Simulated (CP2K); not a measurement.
ZrC:

```
Zr C
1.0
     3.34462    0.00000    0.00000
     1.67231    2.89652    0.00000
     1.67231    0.96551    2.73087
Zr C
1 1
Direct
  0.50000 0.50000 0.50000
  0.00000 0.00000 0.00000
```

Base run:

* Program: CP2K 2026.2
* Functional: PBE
* Potentials or basis: POTENTIAL_UZH Zr GTH-PBE-q12, C GTH-PBE-q4; TZVP-MOLOPT-PBE-GTH basis
* Density cutoff: 6123 eV
* k mesh: 10 × 10 × 10
* Occupations: fermi-dirac, width 0.05 eV
* Spin: no spin polarisation

Its results: band gap on the k mesh none (metal or under the smearing width); pressure -1.0 GPa.

Problem. The run is repeated on the same cell with these changes: functional from PBE to PBEsol. What comes out?

Solution. Band gap on the k mesh none (metal or under the smearing width); pressure -5.8 GPa.

PBEsol binds more tightly than PBE, so the same cell stands under less pressure.

Caveats: the basis of atomic orbitals isn't converged, which shifts pressures, moduli and gaps; the potentials were made for another functional, which shifts forces and pressure (some runs).
